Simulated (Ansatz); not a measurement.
The system is MgS (Niningerite).

```
S Mg
1.0
     0.00000    2.60165    2.60165
     2.60165    0.00000    2.60165
     2.60165    2.60165    0.00000
S Mg
1 1
Direct
  0.50000 0.50000 0.50000
  0.00000 0.00000 0.00000
```

| Item | Value |
| --- | --- |
| Program | Ansatz 0.2.0 |
| Task | relaxation of cell and atoms |
| Functional | revPBE |
| Dispersion | D3(BJ) |
| Potentials or basis | Ansatz PAW |
| Cutoff | 420 eV (not typed: the program's choice for these potentials) |
| k mesh | 9 × 9 × 9 |
| Occupations | fermi-dirac, width 0.05 eV |
| Spin | no spin polarisation |

At the start: volume 17.61 Å³/atom.

Q: How do energy, volume and symmetry change on relaxing?

A: It ends after 4 steps and the volume is 16.78 Å³/atom (-4.7 %); space group Fm-3m (No. 225, to 0.05 Å).

The path:
```
step  energy change (eV)  largest force (eV/Å)  volume (Å³)
   1              0.0000                0.0000        35.22
   2             -0.0191                0.0000        33.82
   3             -0.0195                0.0000        33.56
   4             -0.0195                0.0000        33.56
```

Final structure:
```
S Mg
1.0
     0.00000    2.56004    2.56004
     2.56004    0.00000    2.56004
     2.56004    2.56004    0.00000
S Mg
1 1
Direct
  0.50000 0.50000 0.50000
  0.00000 0.00000 0.00000
```

Caveat: the plane-wave basis is chosen anew once the cell has moved, so the energies of steps on either side of that aren't comparable; the PAW data sets come from PBE, with cores solved anew for the run's functional, which leaves a small shift of forces and pressure.
